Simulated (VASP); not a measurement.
Here is a VASP 6.6.1 calculation.

Contents of INCAR:

```
ALGO     = Normal         # electronic algorithm
EDIFF    = 1E-7           # SCF threshold, eV
ENCUT    = 520            # plane-wave cutoff, eV
GGA      = PE             # functional
ISIF     = 2              # what is computed and relaxed
ISMEAR   = -1             # smearing method
LASPH    = T              # aspherical terms in the spheres
LCHARG   = F              # write CHGCAR
LREAL    = F              # projectors in reciprocal space
LWAVE    = F              # write WAVECAR
NBANDS   = 15             # bands
NELM     = 60             # most SCF steps
PREC     = Accurate       # precision mode
SIGMA    = 0.05           # smearing width, eV
```

KPOINTS

```
k-points
0
Gamma
  8 8 8
```

The input POSCAR:

```
CaS
1.0
    0.0000000000      2.8430000000      2.8430000000
    2.8430000000      0.0000000000      2.8430000000
    2.8430000000      2.8430000000      0.0000000000
Ca S
1 1
Direct
    0.0000000000      0.0000000000      0.0000000000
    0.5000000000      0.5000000000      0.5000000000
```

Potentials or basis: VASP PAW PBE potentials, release 64 (Ca_sv, S).

The run is started by

```bash
$ cat potpaw_PBE.64/Ca_sv/POTCAR potpaw_PBE.64/S/POTCAR > POTCAR
$ mpirun -np 1 vasp_std > vasp.out
```

Question: Estimate the pressure.

Answer: 1.0 GPa.

Question: What does it give for the band gap on the k mesh?

Answer: 2.35 eV, indirect (least direct gap 3.16 eV).

A k mesh can miss the band edges.
